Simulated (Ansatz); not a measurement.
**KZnF3 (Pm-3m): the cell at rest**

Wanted: the relaxed cell of KZnF3 (Pm-3m).

Method: DFT LDA, scalar-relativistic, plane waves, PAW, in Ansatz 0.2.0.

This is a report of a sequence of runs, with most program output left out.

**1. Set-up**

Symmetry: Pm-3m, No. 221, cubic system. Conventional cell: a = 4.050 Å, b = 4.050 Å, c = 4.050 Å, α = 90.00°, β = 90.00°, γ = 90.00°. K has 12 F at 2.86 Å nearest. Nearest to Zn lie 6 F at 2.02 Å. Nearest to F lie 2 Zn at 2.02 Å and 4 K at 2.86 Å. Farther neighbours and most contacts between anions are not listed.

**2. Probe on a coarse mesh**

A quick single point on a coarse mesh tells whether the cell has a gap and how far it is from rest, which sets the k mesh and smearing that follow.

File input.yaml:

```yaml
crystal:
  lattice:
    - [4.05, 0.0, 0.0]
    - [0.0, 4.05, 0.0]
    - [0.0, 0.0, 4.05]
  atoms:
    - { symbol: K, position: [0.0, 0.0, 0.0] }
    - { symbol: Zn, position: [0.5, 0.5, 0.5] }
    - { symbol: F, position: [0.5, 0.5, 0.0] }
    - { symbol: F, position: [0.0, 0.5, 0.5] }
    - { symbol: F, position: [0.5, 0.0, 0.5] }
kpoints:
  mp_grid: { grid: [4, 4, 4] }
hamiltonian:
  xc: lda
scf:
  occupations: { method: gaussian, width: 0.1 }
output:
  forces: true
  stress: true
  eigenvalues: true
```

Command:

```bash
ansatz run input.yaml --threads 4 --pin off --max-ram 7168MiB --backend cpu --events-out ev --progress --plain --runs-dir out
```

It took 1.9 s on 4 threads of Arm Neoverse N1, shared host; peak memory 0.31 GiB.

A gap read on the k-mesh alone can miss the band edges.

Numbers from this step:

* pressure: -4.801 GPa
* gap on the k-mesh: 3.632 eV
* volume per atom: 13.29 Å³
* direct gap on mesh: 5.419 eV

The coarse mesh shows a gap of 3.63 eV and a pressure of -4.8 GPa.

**3. Relaxation**

The cell and atoms are relaxed, since residual forces and stress would shift the frequencies.

input.yaml, the sections that differ from step 2:

```yaml
kpoints:
  mp_grid: { grid: [6, 6, 6] }
scf:
  occupations: { method: gaussian, width: 0.02 }
relax:
  adjacent_minimum: "off"
  f_tol: 0.005
  max_steps: 80
  cell: { stress_tol: 0.05 }
# crystal, hamiltonian, output: as in step 2
```

Run time: 19 s. Hardware: 4 threads; peak memory 0.36 GiB; 30 s of CPU time.

The steps of the relaxation:

| step | energy less that of the first step (eV) | largest force component (eV/Å) | pressure (GPa) | volume (Å³) |
| --- | --- | --- | --- | --- |
| 1 | 0.0000 | 0.0000 | -4.79 | 66.43 |
| 2 | -0.0575 | 0.0000 | -1.92 | 64.26 |
| 3 | -0.0727 | 0.0000 | 0.16 | 62.90 |
| 4 | -0.0722 | 0.0000 | 0.00 | 63.00 |
| 5* | -0.0586 | 0.0000 | -0.42 | 63.00 |
| 6 | -0.0603 | 0.0000 | 0.00 | 62.74 |
| 7* | -0.0589 | 0.0000 | -0.03 | 62.74 |

Relaxation steps marked * repeat the geometry before them on a plane-wave basis chosen anew for their cell, so energy and pressure can jump there.

The run keeps the 48 symmetry operations that it works with, so distortions that break them were not tested.

| conventional cell, symmetrised | before | after | change |
| --- | --- | --- | --- |
| a (Å) | 4.050 | 3.973 | -1.9 % |
| b (Å) | 4.050 | 3.973 | -1.9 % |
| c (Å) | 4.050 | 3.973 | -1.9 % |
| volume (Å³/atom) | 13.29 | 12.55 | -5.6 % |

Final coordinates:

```cif
data_structure
_symmetry_space_group_name_H-M 'P 1'
_symmetry_Int_Tables_number 1
_cell_length_a 3.9735
_cell_length_b 3.9735
_cell_length_c 3.9735
_cell_angle_alpha 90.000
_cell_angle_beta 90.000
_cell_angle_gamma 90.000
_cell_volume 62.74
loop_
_atom_site_label
_atom_site_type_symbol
_atom_site_fract_x
_atom_site_fract_y
_atom_site_fract_z
_atom_site_occupancy
K1 K 0.00000 0.00000 0.00000 1
Zn2 Zn 0.50000 0.50000 0.50000 1
F3 F 0.50000 0.50000 0.00000 1
F4 F 0.00000 0.50000 0.50000 1
F5 F 0.50000 0.00000 0.50000 1
```

Numbers from this step:

* pressure: -0.02594 GPa
* gap on the k-mesh: 3.792 eV
* volume per atom: 12.55 Å³
* direct gap on mesh: 5.917 eV

In this step the volume went from 13.29 to 12.55 Å³/atom.

**4. Relaxing to small forces for the phonons**

Phonons need a cell at rest on their own settings, so the relaxation is repeated with tight tolerances on forces and stress on the k mesh and occupations of the first response run.

File input.yaml:

```yaml
crystal:
  lattice:
    - [3.9734716138, 0.0, 0.0]
    - [0.0, 3.9734716138, 0.0]
    - [0.0, 0.0, 3.9734716138]
  atoms:
    - { symbol: K, position: [0.0, 0.0, 0.0] }
    - { symbol: Zn, position: [0.5, 0.5, 0.5] }
    - { symbol: F, position: [0.5, 0.5, 0.0] }
    - { symbol: F, position: [0.0, 0.5, 0.5] }
    - { symbol: F, position: [0.5, 0.0, 0.5] }
kpoints:
  mp_grid: { grid: [8, 8, 8] }
hamiltonian:
  xc: lda
scf:
  occupations: { method: fixed }
output:
  forces: true
  stress: true
  eigenvalues: true
relax:
  adjacent_minimum: "off"
  f_tol: 0.001
  max_steps: 60
  cell: { stress_tol: 0.01 }
```

Elapsed: 17 s, on 4 threads; peak memory 0.38 GiB.

Little changed from the start: no atom moved by 0.005 Å and no cell edge by 0.1 %.

Numbers from this step:

```yaml
pressure: -8.82e-4 GPa
gap_on_the_k_mesh: 3.793 eV
volume_per_atom: 12.54 Å³
direct_gap_on_mesh: 5.919 eV
```

The forces vanish by symmetry and the pressure is -0.001 GPa, within the tolerances set. The cell now holds 12.54 Å³/atom.

**5. Outcome**

```yaml
space_group_after_relaxation_within_0p01_a: Pm-3m
lattice_constant_a: 3.973 Å
lattice_constant_b: 3.973 Å
lattice_constant_c: 3.973 Å
volume_per_atom: 12.5 Å³
gap_on_the_k_mesh: 3.79 eV
```

What this shows: The forces vanish by symmetry and the pressure is -0.001 GPa, within the tolerances set. The cell now holds 12.54 Å³/atom. The relaxation keeps the symmetry of its start, so it says nothing on stability against lower symmetry.

[Logs are printed without paths, hosts, clocks, repeated set-up lines and the standing remarks that a program may print on its own settings, such as how far it seeks lower states.]

[Hosts, paths, dates, database ids (printed as entryN), source tags and the programs' standing remarks are cut or masked in the printed files.]
